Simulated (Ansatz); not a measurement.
# P (Imma) in Ansatz: further runs

Aim: see how the results for P move with the level of theory and the settings. Levels: HSE03+D4, r2SCAN0. Tasks: electric field gradients, density of states.

All numbers are computed with Ansatz 0.2.0; they aren't measurements. Logs are shortened: lines on timing, memory, paths and dates and some standing lists are left out, and cuts for length are marked.

### 1 The crystal as given

The structure is orthorhombic, space group Imma (No. 74). Conventional cell: a = 3.383 Å, b = 5.030 Å, c = 3.718 Å, α = 90.00°, β = 90.00°, γ = 90.00°. P (site symmetry mm2) has 4 P at 2.24 to 2.55 Å as nearest neighbours.

This isn't the form of P at room conditions, which is orthorhombic.

### 2 Electric field gradients, HSE03+D4

Input file input.yaml:

```yaml
crystal:
  lattice:
    - [-1.6915100431, 2.5151650373, 1.8589441358]
    - [1.6915100431, -2.5151650373, 1.8589441358]
    - [1.6915100431, 2.5151650373, -1.8589441358]
  atoms:
    - { symbol: P, position: [0.69669089, 0.94669089, 0.75] }
    - { symbol: P, position: [0.30330911, 0.05330911, 0.25] }
hamiltonian:
  xc: { exchange: pbe, correlation: pbe, exx: { coeff: 0.25, omega: 0.3 } }
  pseudopotentials: { kind: paw }
  dispersion: d4
kpoints:
  mp_grid: { grid: [6, 6, 6] }
scf:
  occupations: { method: gaussian, width: 0.05 }
output:
  forces: true
  stress: true
  eigenvalues: true
  efg: {}
```

Potentials or basis: Ansatz PAW.

The run is started by

```
$ ansatz run input.yaml --threads 2 --pin off --max-ram 5632MiB --backend cpu --events-out ev --progress --plain --runs-dir out
```

Output:

```text
Warning: the engine holds no damping parameters fitted to this dispersion correction and functional, so the run takes those fitted to hse06 (hamiltonian.dispersion, under Limitations)
Warning: output.stress: scf.convergence.dr2_threshold = 1e-7 eV (the SCF's general default) is looser than the 2e-10 eV advised for a printed stress (1e-10 eV for each atom of the cell: 2). What an SCF threshold leaves in a stress goes as its square root, and in the free energy as the threshold itself, and one threshold admits the most on a small cell: of the crystals measured, under no hybrid functional and no lock of the moments, on runs that ended without the residual-converged pass, on stresses that held no estimate of that error, the worst erred by over 100 MPa in a component at 1e-7 eV an atom and by under 5 at 1e-10. Set scf.convergence.dr2_threshold to 2e-10 eV or tighter. The threshold is an SCF's pass mark: one that does not reach it within its budget of iterations ends unconverged, or closes short of it on a stop that the run arms, and scf.convergence.dr2_threshold's page says what that costs each kind of run
Warning: output.stress: scf.exx.energy_threshold = 1e-6 eV is looser than the 2e-8 eV advised for a stress under a hybrid functional (1e-8 eV for each atom of the cell: 2). Every SCF of the exchange loop can meet its threshold on dr2 while the loop round them stops early: no threshold on dr2 bounds what that leaves in the stress. Set scf.exx.energy_threshold to 2e-8 eV or tighter. The threshold is the loop's pass mark: a loop that does not reach it within its budget of cycles ends unconverged, and scf.exx.energy_threshold's page has the law
Warning: RAYON_NUM_THREADS=2 ignored (pool sized by the plan → 2); use --threads N
Engine: ansatz 0.2.0, aarch64-unknown-linux-gnu
Pseudopotentials: kind: paw
Pseudopotential: P, paw, valence charge 5, recommended cutoff 420 eV (normal), P.paw.azcp
Functional definition: unnamed
  parameter a_1 = 0.25
  parameter omega_1 = 0.3/angstrom
  exchange = pbe_x + (-a_1)*pbe_x_sr(omega_1) + a_1*exact_x_sr(omega_1)
  correlation = pbe_c
Crystal: 2 atoms, lattice volume = 31.635 Å³
Basis set: ecut = 420 eV, 607 PW (Γ), exchange–correlation on 48×48×48 points (8 copies of the dense FFT grid, shifted against one another)
Bands: 9, of which v1, the nominal top of the filled ones, is band 5 counted from 1 (4 counted from 0)
Symmetry: 8 space group operations
Space group: Imma (ITA 74), of the structure as read, at distance tolerance 3.2e-5 Å
k-points: 46 of 216
Non-local potential: P, projectors of the file, l = 0: 2, l = 1: 2, l = 2: 2
PAW form: soft (Blöchl's): semilocal exchange-correlation on the pseudo side does not see the compensation charge
PAW frozen core: P, regenerated for the run's functional, and the local potential with it (the file was generated under x = pbe(κ = 0.804, μ = 0.2195149727645171), c = pbe(β = 0.06672455060314922))
PAW one-centre angular grid: P, 110 points (default); XC on 64 Gauss nodes
Initial density: superposition of atomic densities (neutral atoms: chi_scale 0, normalization atom), corrected by the library's trained network
Initial wavefunctions: pseudopotential atomic-orbital guess
Functional: x = pbe(κ = 0.804, μ = 0.2195149727645171), c = pbe(β = 0.06672455060314922), warm-up for x = pbe(κ = 0.804, μ = 0.2195149727645171) + 0.25 (exact − pbe) at short range (hse, ω = 0.3 Å⁻¹), c = pbe(β = 0.06672455060314922)
SCF iter   1: F=—  HF=-1512.092466 eV  |F-HF|=—  |Δ(HF+E_count)|=         —  Δρ=3.13e-3  dr2=2.61e-3  ethr=1.77e-3  ⟨swp⟩=9.0  Hψ=2159  notcnv=0
preconditioner: auto → none  [insulator: Δε(μ)=0.070 eV  Ē_g=10.972 eV  σ=0.050 eV  W_gap=0.66  n_scr=8 (ndim 8)  ℏωp=20.9 eV  f_vac=0.000  D(μ)=0.71/eV (n_scr^D=0)]
SCF iter   2: F=—  HF=-1512.092161 eV  |F-HF|=—  |Δ(HF+E_count)|=   3.05e-4  Δρ=1.44e-3  dr2=4.61e-4  ethr=2.61e-5  ⟨swp⟩=2.8  Hψ=801  notcnv=0  defer=4
iter 3 solved again at ethr=5.87e-8 eV; its pass at ethr=4.61e-6 eV (dr2=5.87e-6 eV) is discarded
SCF iter   3: F=—  HF=-1512.092214 eV  |F-HF|=—  |Δ(HF+E_count)|=   5.37e-5  Δρ=1.78e-4  dr2=5.97e-6  ethr=5.87e-8  ⟨swp⟩=3.1  Hψ=1561  notcnv=0
SCF iter   4: F=—  HF=-1512.092219 eV  |F-HF|=—  |Δ(HF+E_count)|=   4.31e-6  Δρ=3.38e-5  dr2=3.66e-7  ethr=5.87e-8  ⟨swp⟩=3.0  Hψ=786  notcnv=0
SCF iter   5: F=—  HF=-1512.092219 eV  |F-HF|=—  |Δ(HF+E_count)|=   2.14e-8  Δρ=5.22e-6  dr2=5.66e-9  ethr=3.66e-9  ⟨swp⟩=2.9  Hψ=710  notcnv=0
SCF iter   6: F=-1512.092219 eV  HF=-1512.092219 eV  |F-HF|=8.82e-11  |Δ(HF+E_count)|=   2.42e-9  Δρ=1.12e-6  dr2=2.90e-10  ethr=5.66e-11  ⟨swp⟩=3.2  Hψ=870  notcnv=0
SCF 1 converged in 6 iterations: F = -1512.092219 eV  dr2 = 2.90e-10
[... 23 lines left out ...]
SCF 3 converged in 3 iterations: F = -1512.881935 eV  dr2 = 2.70e-10
  Residual-converged pass: ⟨swp⟩=3.8  Hψ=927  notcnv=0  max |occ|·‖R‖ = 2.6e-7 eV (tolerance 2.7e-7 eV)  dr2=2.68e-10  dr2_onsite=6.36e-11  max |Δocc| = 7.2e-12
hybrid outer 2: dexx = +3.595e-8 eV, tail = 9.30e-10 eV, Δε = 7.02e-4 eV (about 1.81e-5 eV left of the loop's levels), ΔF = 1.32e-4 eV/Å (tail 7.27e-5)
hybrid SCF converged: 2 outer / 9 inner (+6 warm-up), last move |dexx| = 3.60e-8 eV, tail = 9.30e-10 eV
Stability not checked: this state was not tested for a lower state beside it, because the functional holds exact exchange (a hybrid, or Hartree-Fock), whose exchange loop this test does not read (fock_operator; see scf.lower_state_search)
Free energy (F): -1512.881935 eV
Frozen-core exchange: fock
Harris-Foulkes:  -1512.881935 eV  (|F-HF|=2.28e-10)
Internal energy: -1512.880877 eV  (E = F + TS)
E sigma→0 (E₀):  -1512.881406 eV
Entropy (-TS):   -0.001058 eV (-0.529 meV/atom)
Fermi energy:    10.166158 eV
--- Per-component energies (eV) ---
  E_band       = 23.806521
  E_kinetic    = 140.724657
  E_local      = -69.509430  (includes V_loc(G=0)·N_el)
  E_nonlocal   = 66.567263
  E_hartree    = 15.610910
  E_xc         = -102.642148
  E_vxc        = -101.024156  (∫ρ·V_xc dr)
  E_exx        = -14.418935  (= α·E_x^exact, valence–valence)
  E_paw        = -1145.475454  (= ΣΔE_a)
  E_vpaw       = -15.335739  (= ΣTr[D̂ρ^β])
  E_aug_tail   = 0.000007  (compensation charges beyond the density's cutoff)
  E_ewald      = -402.736752
  E_disp       = -0.851036  (pairwise vdW)
  E_core_change = -0.149959  (= ΣΔE_core)
  E_smearing   = -0.001058  (= −TS)
  E_closure    = -0.000000  (closes the sum)
  Σ components = -1512.881935   (vs F -1512.881935, Δ=0.00e0)
--- Forces (eV/Å), atoms counted from 1 ---
  atom   1  P      0.00000000     0.00000000    -0.00088515
  atom   2  P      0.00000000     0.00000000     0.00088515
  max |Σ_I F_I| component: 0.00e0 eV/Å
--- Stress (GPa, compression-positive) ---
       -4.119793       0.000000       0.000000
        0.000000      -3.229505       0.000000
        0.000000       0.000000      -3.826519
  P = ⅓ Tr σ = -3.7253 GPa (-37.253 kbar)
--- PAW observables at the nuclei: V_zz in 10²¹ V/m², potentials from the cell's mean, atoms counted from 1 ---
  atom   1  P  V_zz =    -1.974960   η = 0.7355   by run symmetry: allowed
            electrostatic potential = -1495.152053 V   contact ρ = none
  atom   2  P  V_zz =    -1.974960   η = 0.7355   by run symmetry: allowed
            electrostatic potential = -1495.152053 V   contact ρ = none
--- Band table (eV; the first three rows and the last of 46) ---
  k-point 0: bands = ["-7.9756", "6.6739", "6.9044", "6.9500", "7.7307", "11.9579", "13.0460", "14.9874", "15.8549"]
  k-point 1: bands = ["-7.4628", "3.6500", "6.5148", "6.9481", "9.0250", "11.9651", "13.3738", "13.7237", "15.4387"]
  k-point 2: bands = ["-5.9380", "-0.1427", "6.3553", "6.5232", "9.6609", "10.9082", "11.6067", "11.6465", "18.0301"]
  k-point 45: bands = ["-4.2262", "0.8376", "1.4603", "4.3264", "4.5159", "10.5787", "17.6392", "19.5321", "19.9495"]
```

Run time: 15 s. Hardware: 2 threads of Arm Neoverse V1, shared host; peak memory 0.76 GiB.

What came out:

- Free energy: -1512.8819 eV
- Pressure: -3.7 GPa
- Band gap on the k mesh: none (metal or under the smearing width)

Stress tensor (GPa, compression positive):
```
-4.12  0.00  0.00
 0.00 -3.23  0.00
 0.00  0.00 -3.83
```

Caveat: the k mesh is coarse (spacing up to 0.42 Å⁻¹), so the values aren't converged, least of all with exact exchange; pairwise dispersion overbinds metals, which lowers pressure and volume; the PAW data sets come from PBE, with cores solved anew for the run's functional, which leaves a small shift of forces and pressure; the dispersion damping was fitted for another functional or another form of the correction; the thresholds are loose for stress.

### 3 Density of states, r2SCAN0

Changes to input.yaml since step 2:

```diff
@@ -9,5 +9,4 @@
 hamiltonian:
-  xc: { exchange: pbe, correlation: pbe, exx: { coeff: 0.25, omega: 0.3 } }
+  xc: r2scan0
   pseudopotentials: { kind: paw }
-  dispersion: d4
 kpoints:
@@ -15,3 +14,4 @@
 scf:
-  occupations: { method: gaussian, width: 0.05 }
+  occupations: { method: gaussian, width: 0.01 }
+  n_extra_bands: 6
 output:
@@ -20,2 +20,2 @@
   eigenvalues: true
-  efg: {}
+  dos: { projected: false, de: 0.05 }
```

Potentials or basis: Ansatz PAW.

The run is started by

```
$ ansatz run input.yaml --threads 2 --pin off --max-ram 5632MiB --backend cpu --events-out ev --progress --plain --runs-dir out
```

Output:

```text
Warning: output.stress: scf.convergence.dr2_threshold = 1e-7 eV (the SCF's general default) is looser than the 2e-10 eV advised for a printed stress (1e-10 eV for each atom of the cell: 2). What an SCF threshold leaves in a stress goes as its square root, and in the free energy as the threshold itself, and one threshold admits the most on a small cell: of the crystals measured, under no hybrid functional and no lock of the moments, on runs that ended without the residual-converged pass, on stresses that held no estimate of that error, the worst erred by over 100 MPa in a component at 1e-7 eV an atom and by under 5 at 1e-10. Set scf.convergence.dr2_threshold to 2e-10 eV or tighter. The threshold is an SCF's pass mark: one that does not reach it within its budget of iterations ends unconverged, or closes short of it on a stop that the run arms, and scf.convergence.dr2_threshold's page says what that costs each kind of run
Warning: output.stress: scf.exx.energy_threshold = 1e-6 eV is looser than the 2e-8 eV advised for a stress under a hybrid functional (1e-8 eV for each atom of the cell: 2). Every SCF of the exchange loop can meet its threshold on dr2 while the loop round them stops early: no threshold on dr2 bounds what that leaves in the stress. Set scf.exx.energy_threshold to 2e-8 eV or tighter. The threshold is the loop's pass mark: a loop that does not reach it within its budget of cycles ends unconverged, and scf.exx.energy_threshold's page has the law
Warning: RAYON_NUM_THREADS=2 ignored (pool sized by the plan → 2); use --threads N
scf.n_extra_bands = 6 over 5 filled bands (N_el = 10.0): the run solves 11 bands
[... 2 set-up lines as earlier in the session ...]
Pseudopotential: P, paw, valence charge 5, recommended cutoff 500 eV (meta_gga), P.paw.azcp
Functional definition: r2SCAN0
  parameter a = 0.25
  parameter k0 = 0.174
  parameter k1 = 0.065
  parameter a1 = 4.9479
  exchange = (1 - a)*r2scan_x(k0 = k0, k1 = k1, a1 = a1) + a*exact_x
  correlation = r2scan_c
Crystal: 2 atoms, lattice volume = 31.635 Å³
Basis set: ecut = 500 eV, 821 PW (Γ), exchange–correlation on 108×108×108 points (64 copies of the dense FFT grid, shifted against one another)
Bands: 11, of which v1, the nominal top of the filled ones, is band 5 counted from 1 (4 counted from 0)
[... 2 set-up lines as earlier in the session ...]
k-points: 46 of 216
[... 3 set-up lines as earlier in the session ...]
PAW one-centre angular grid: P, 302 points (default); XC on 160 Gauss nodes
[... 2 set-up lines as earlier in the session ...]
Functional: x = r2scan, c = r2scan; τ floored in thin density (d = 2e-4 eV/Å³), warm-up for x = 0.75 r2scan + 0.25 exact, c = r2scan; τ floored in thin density (d = 2e-4 eV/Å³)
SCF iter   1: F=—  HF=-1518.105609 eV  |F-HF|=—  |Δ(HF+E_count)|=         —  Δρ=5.38e-3  dr2=5.79e-3  dr2_τ=1.21e-2  ethr=1.77e-3  ⟨swp⟩=8.2  Hψ=2637  notcnv=0
preconditioner: auto → none  [insulator: Δε(μ)=0.057 eV  Ē_g=13.566 eV  σ=0.010 eV  W_gap=1.00  n_scr=8 (ndim 8)  ℏωp=20.9 eV  f_vac=0.000  D(μ)=0.00/eV (n_scr^D=0)]
SCF iter   2: F=—  HF=-1518.138998 eV  |F-HF|=—  |Δ(HF+E_count)|=   3.34e-2  Δρ=3.08e-3  dr2=1.82e-3  dr2_τ=3.84e-5  ethr=5.79e-5  ⟨swp⟩=4.0  Hψ=1580  notcnv=0  defer=24
iter 3 solved again at ethr=2.84e-7 eV; its pass at ethr=1.82e-5 eV (dr2=2.84e-5 eV) is discarded
SCF iter   3: F=—  HF=-1518.139712 eV  |F-HF|=—  |Δ(HF+E_count)|=   7.15e-4  Δρ=3.15e-4  dr2=2.95e-5  dr2_τ=1.08e-6  ethr=2.84e-7  ⟨swp⟩=3.1  Hψ=1942  notcnv=0  defer=7
SCF iter   4: F=—  HF=-1518.139722 eV  |F-HF|=—  |Δ(HF+E_count)|=   9.44e-6  Δρ=8.81e-5  dr2=2.00e-6  dr2_τ=4.08e-8  ethr=2.84e-7  ⟨swp⟩=2.2  Hψ=776  notcnv=0  defer=6
SCF iter   5: F=-1518.139723 eV  HF=-1518.139723 eV  |F-HF|=6.30e-9  |Δ(HF+E_count)|=   1.20e-6  Δρ=8.47e-6  dr2=1.87e-8  dr2_τ=2.24e-9  ethr=2.00e-8  ⟨swp⟩=3.1  Hψ=950  notcnv=0  defer=2
SCF 1 converged in 5 iterations: F = -1518.139723 eV  dr2 = 1.87e-8
Initial density: handed on by an earlier stage of this run
Initial wavefunctions: those handed on with the density
Functional: x = 0.75 r2scan + 0.25 exact, c = r2scan; τ floored in thin density (d = 2e-4 eV/Å³)
Frozen-core exchange: fock
iter 1 solved again at ethr=1.85e-5 eV; its pass at ethr=1.00e-1 eV (dr2=1.85e-3 eV) is discarded
SCF iter   1: F=—  HF=-1517.534472 eV  |F-HF|=—  |Δ(HF+E_count)|=         —  Δρ=2.57e-3  dr2=2.16e-3  dr2_τ=1.69e-4  ethr=1.85e-5  ⟨swp⟩=4.6  Hψ=2670  notcnv=0
preconditioner: auto → none  [insulator: Δε(μ)=0.489 eV  Ē_g=15.631 eV  σ=0.010 eV  W_gap=1.00  n_scr=8 (ndim 8)  ℏωp=20.9 eV  f_vac=0.000  D(μ)=0.00/eV (n_scr^D=0)]
SCF iter   2: F=—  HF=-1517.533669 eV  |F-HF|=—  |Δ(HF+E_count)|=   8.03e-4  Δρ=1.06e-3  dr2=6.78e-4  dr2_τ=4.25e-6  ethr=1.85e-5  ⟨swp⟩=2.0  Hψ=1013  notcnv=0
SCF iter   3: F=—  HF=-1517.536450 eV  |F-HF|=—  |Δ(HF+E_count)|=   2.78e-3  Δρ=5.53e-4  dr2=7.00e-5  dr2_τ=6.75e-7  ethr=2.77e-6  ⟨swp⟩=3.6  Hψ=1326  notcnv=0  defer=1
SCF iter   4: F=—  HF=-1517.536438 eV  |F-HF|=—  |Δ(HF+E_count)|=   1.19e-5  Δρ=1.22e-4  dr2=1.99e-5  dr2_τ=2.78e-8  ethr=5.25e-7  ⟨swp⟩=2.0  Hψ=755  notcnv=0
SCF iter   5: F=—  HF=-1517.536524 eV  |F-HF|=—  |Δ(HF+E_count)|=   8.59e-5  Δρ=1.08e-4  dr2=3.05e-6  dr2_τ=3.61e-8  ethr=2.27e-8  ⟨swp⟩=3.7  Hψ=1032  notcnv=0
SCF iter   6: F=-1517.536528 eV  HF=-1517.536528 eV  |F-HF|=4.42e-8  |Δ(HF+E_count)|=   3.60e-6  Δρ=2.60e-5  dr2=3.66e-7  dr2_τ=2.18e-9  ethr=2.11e-8  ⟨swp⟩=2.8  Hψ=798  notcnv=0  defer=2
SCF 2 stopped early in 6 iterations: F = -1517.536528 eV  dr2 = 3.66e-7
  Residual-converged pass: ⟨swp⟩=3.9  Hψ=1045  notcnv=0  max |occ|·‖R‖ = 6.5e-6 eV (tolerance 6.7e-6 eV)  dr2=3.68e-7  dr2_τ=2.13e-9  dr2_onsite=3.22e-9  max |Δocc| = 2.7e-264
hybrid outer 1: dexx = +3.212e-3 eV, tail = 6.45e-7 eV
Frozen-core exchange: fock
SCF iter   1: F=—  HF=-1517.536533 eV  |F-HF|=—  |Δ(HF+E_count)|=         —  Δρ=5.99e-6  dr2=7.80e-9  dr2_τ=5.80e-10  ethr=3.23e-8  ⟨swp⟩=5.3  Hψ=1495  notcnv=0
preconditioner: auto → none  [insulator: Δε(μ)=0.488 eV  Ē_g=15.640 eV  σ=0.010 eV  W_gap=1.00  n_scr=8 (ndim 8)  ℏωp=20.9 eV  f_vac=0.000  D(μ)=0.00/eV (n_scr^D=0)]
SCF iter   2: F=—  HF=-1517.536533 eV  |F-HF|=—  |Δ(HF+E_count)|=   1.45e-8  Δρ=3.00e-6  dr2=1.85e-9  dr2_τ=1.24e-10  ethr=5.84e-11  ⟨swp⟩=3.6  Hψ=1058  notcnv=0  defer=2
SCF iter   3: F=—  HF=-1517.536533 eV  |F-HF|=—  |Δ(HF+E_count)|=  4.76e-10  Δρ=1.48e-6  dr2=3.17e-10  dr2_τ=3.65e-11  ethr=1.28e-11  ⟨swp⟩=2.3  Hψ=787  notcnv=0  defer=5
SCF iter   4: F=-1517.536533 eV  HF=-1517.536533 eV  |F-HF|=2.96e-12  |Δ(HF+E_count)|=  2.37e-10  Δρ=1.70e-7  dr2=7.82e-11  dr2_τ=2.90e-13  ethr=2.45e-12  ⟨swp⟩=2.1  Hψ=751  notcnv=0
SCF 3 converged in 4 iterations: F = -1517.536533 eV  dr2 = 7.82e-11
  Residual-converged pass: ⟨swp⟩=3.0  Hψ=961  notcnv=0  max |occ|·‖R‖ = 2.7e-7 eV (tolerance 2.7e-7 eV)  dr2=7.80e-11  dr2_τ=3.06e-13  dr2_onsite=1.08e-13  max |Δocc| = 1.6e-268
hybrid outer 2: dexx = +1.341e-8 eV, tail = 2.20e-10 eV, Δε = 3.35e-4 eV (about 7.85e-6 eV left of the loop's levels), ΔF = 2.70e-4 eV/Å (tail 4.60e-5)
hybrid SCF converged: 2 outer / 10 inner (+5 warm-up), last move |dexx| = 1.34e-8 eV, tail = 2.20e-10 eV
Stability not checked: this state was not tested for a lower state beside it, because the functional holds exact exchange (a hybrid, or Hartree-Fock), whose exchange loop this test does not read (fock_operator; see scf.lower_state_search)
Free energy (F): -1517.536533 eV
Frozen-core exchange: fock
Harris-Foulkes:  -1517.536533 eV  (|F-HF|=2.96e-12)
Internal energy: -1517.536533 eV  (E = F + TS)
E sigma→0 (E₀):  -1517.536533 eV
Fermi energy:    10.175605 eV
--- Per-component energies (eV) ---
  E_band       = 16.351077
  E_kinetic    = 140.707351
  E_local      = -68.820619  (includes V_loc(G=0)·N_el)
  E_nonlocal   = 65.887138
  E_hartree    = 15.620699
  E_xc         = -91.488156
  E_vxc        = -100.469298  (∫ρ·V_xc dr)
  E_exx        = -20.049541  (= α·E_x^exact, valence–valence)
  E_paw        = -1156.391957  (= ΣΔE_a)
  E_vpaw       = -15.772905  (= ΣTr[D̂ρ^β])
  E_aug_tail   = 0.000001  (compensation charges beyond the density's cutoff)
  E_vtau       = 3.677089  (kinetic-family band-sum trace: ∫τ·v_τ [+ j·A + Jᵃ·Aᵃ] dr)
  E_ewald      = -402.736752
  E_core_change = -0.264695  (= ΣΔE_core)
  E_smearing   = -0.000000  (= −TS)
  E_closure    = -0.000000  (closes the sum)
  Σ components = -1517.536533   (vs F -1517.536533, Δ=0.00e0)
--- Forces (eV/Å), atoms counted from 1 ---
  atom   1  P      0.00000000     0.00000000    -0.22655377
  atom   2  P      0.00000000     0.00000000     0.22655377
  max |Σ_I F_I| component: 2.78e-17 eV/Å
--- Stress (GPa, compression-positive) ---
       -1.523114       0.000000       0.000000
        0.000000       0.511200       0.000000
        0.000000       0.000000      -0.339337
  P = ⅓ Tr σ = -0.4504 GPa (-4.504 kbar)
--- Band table (eV; the first three rows and the last of 46) ---
  k-point 0: bands = ["-9.1036", "6.0731", "6.3824", "6.5024", "7.2010", "12.3982", "13.6196", "15.6548", "16.5329", "18.0485", "18.2623"]
  k-point 1: bands = ["-8.5753", "2.9558", "5.9143", "6.3813", "8.7248", "12.3545", "13.9703", "14.3361", "16.1582", "16.9553", "17.0452"]
  k-point 2: bands = ["-7.0042", "-1.0112", "5.7611", "5.9362", "9.4834", "11.2173", "12.1193", "12.1891", "18.8480", "18.9080", "19.8895"]
  k-point 45: bands = ["-5.2383", "-0.0372", "0.6693", "3.5862", "3.8241", "11.1083", "18.4646", "20.4677", "20.8743", "20.9213", "25.8016"]
```

dos.tsv:

```text
# E-E_F[eV]	g_bin_mean(E)[states/eV]	N(E)
# format = ansatz-dos/2
# fermi_ev = 10.175604
# fermi_mp_grid = 6 6 6
# fermi_mp_shift = 0 0 0
# tetrahedron_fermi_ev = 10.435923
# g_bin_mean(E): the states in a bin one row spacing wide, centred on E, divided by that spacing. States that the method places at a single energy (under output.dos.method: tetrahedron, those of a tetrahedron whose four corners have one energy) are counted whole in the row whose bin holds that energy (on the edge of two bins, in the lower row). The sum of g_bin_mean over a run of rows, times the row spacing, is the number of states from half a spacing under the first of them to half a spacing over the last (a plain sum, not the trapezoid rule).
-19.779191	0.000000e0	0.000000e0
-19.729191	0.000000e0	0.000000e0
-19.679191	0.000000e0	0.000000e0
-19.629191	0.000000e0	0.000000e0
-19.579191	0.000000e0	0.000000e0
-19.529191	0.000000e0	0.000000e0
[... 712 lines left out ...]
16.120809	0.000000e0	2.200000e1
16.170809	0.000000e0	2.200000e1
```

It took 22 s on 2 threads of Arm Neoverse V1, shared host; peak memory 0.97 GiB.

Results:

```
Free energy            : -1517.5365 eV
Pressure               : -0.5 GPa
Largest force          : 0.227 eV/Å
Band gap on the k mesh : 0.49 eV
```

Forces on the atoms (eV/Å):
```
P    0.000  0.000 -0.227
P    0.000  0.000  0.227
```

Stress tensor (GPa, compression positive):
```
-1.52  0.00  0.00
 0.00  0.51  0.00
 0.00  0.00 -0.34
```

States per cell in windows of 1 eV (zero at the valence-band top; states under -8 eV left out):
```csv
from (eV),total
-8.0,0.63
-7.0,0.86
-6.0,1.02
-5.0,0.90
-4.0,0.76
-3.0,0.65
-2.0,0.65
-1.0,0.14
0.0,0.03
1.0,0.34
2.0,1.50
3.0,1.06
4.0,0.78
5.0,1.10
6.0,0.87
7.0,0.82
```

Caveat: the PAW data sets come from PBE, with cores solved anew for the run's functional, which leaves a small shift of forces and pressure; the thresholds are loose for stress. A k mesh can miss the band edges.
